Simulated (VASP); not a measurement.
Si:

```
CELL_PARAMETERS angstrom
-3.31800 3.31800 3.31800
3.31800 -3.31800 3.31800
3.31800 3.31800 -3.31800
ATOMIC_POSITIONS crystal
Si 0.20060 0.20060 0.20060
Si 0.50000 0.00000 0.29940
Si 0.29940 0.50000 0.00000
Si 0.00000 0.29940 0.50000
Si 0.79940 0.79940 0.79940
Si 0.50000 0.00000 0.70060
Si 0.70060 0.50000 0.00000
Si 0.00000 0.70060 0.50000
```

This isn't the form of Si at room conditions, which is diamond.

| Quantity | Value |
| --- | --- |
| Program | VASP 6.6.1 |
| Task | relaxation of cell and atoms |
| Functional | LDA |
| Potentials or basis | VASP PAW LDA potentials, release 64 (Si) |
| Cutoff | 600 eV |
| k mesh | 8 × 8 × 8 |
| Occupations | methfessel-paxton, width 0.1 eV |
| Spin | no spin polarisation |

At the start: pressure -2.1 GPa; volume 18.26 Å³/atom.

**Question.** How do energy, volume and symmetry change on relaxing?

**Answer.** Over 5 steps the energy falls by 5.9 meV/atom and the volume is 17.72 Å³/atom (-3.0 %); space group Ia-3 (No. 206, to 0.05 Å).

The path:
| step | energy change (eV) | largest force (eV/Å) | pressure (GPa) | volume (Å³) |
| --- | --- | --- | --- | --- |
| 1 | 0.0000 | 0.2013 | -2.11 | 146.11 |
| 2 | -0.0347 | 0.2155 | 1.02 | 141.09 |
| 3 | -0.0358 | 0.2129 | 0.53 | 141.80 |
| 4 | -0.0469 | 0.0155 | 0.05 | 141.74 |
| 5 | -0.0470 | 0.0000 | 0.01 | 141.73 |

Final structure:
```
CELL_PARAMETERS angstrom
-3.28451 3.28451 3.28451
3.28451 -3.28451 3.28451
3.28451 3.28451 -3.28451
ATOMIC_POSITIONS crystal
Si 0.20440 0.20440 0.20440
Si 0.50000 0.00000 0.29560
Si 0.29560 0.50000 0.00000
Si 0.00000 0.29560 0.50000
Si 0.79560 0.79560 0.79560
Si 0.50000 0.00000 0.70440
Si 0.70440 0.50000 0.00000
Si 0.00000 0.70440 0.50000
```
